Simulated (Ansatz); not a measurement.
The elements of this relaxed crystal are hidden behind letters.

```
lattice vectors (Å)
   5.3141    0.0000    0.0000
  -2.6571    4.6022    0.0000
   0.0000    0.0000    4.9555
fractional positions
X 0.6669 0.6669 0.7530
X 0.0000 0.3331 0.7530
X 0.3331 0.0000 0.7530
X 0.3331 0.3331 0.2470
X 0.0000 0.6669 0.2470
X 0.6669 0.0000 0.2470
Z 0.6667 0.3333 0.5000
Z 0.3333 0.6667 0.5000
Z 0.0000 0.0000 0.0000
```

Theory: DFT PBE, scalar-relativistic, plane waves, PAW in Ansatz. Cutoff 420 eV, Γ-centred 12×12×8 mesh (9-atom cell), Gaussian smearing of 0.10 eV, no spin polarisation.

- Space group: P-31m (No. 162)
- Conventional cell: a = 5.314 Å, c = 4.956 Å
- Volume per atom: 13.47 Å³
- Density: 15.45 g/cm³
- Energy over the elements: −0.91 eV/atom
- Gap on the 12×12×8 mesh of the 9-atom cell: 0 eV (a metal)

Energies are uncorrected and count from the elements' standard states at the same level.

Q: X is a d-block element of period 6 and Z is a p-block element of period 2. Which elements are they?

A: X = Ta, Z = N, so the formula is Ta2N. Density times volume gives a mean mass of 15.45 × 13.47/1.6605 = 125.3 u per atom, and this set has 125.3 u. Ta has 3 N at 2.15–2.17 Å and 12 Ta at 3.02–3.07 Å; around N on a site of symmetry 32 lie 6 Ta at 2.17 Å; N on a site of symmetry -3m is surrounded by 6 Ta at 2.15 Å. Other sets within the hints have nearly the same mass, so mass alone doesn't settle it; this one was computed.

These runs have no spin–orbit coupling, which can matter for Ta. A structure relaxed within its symmetry needn't be a true minimum.
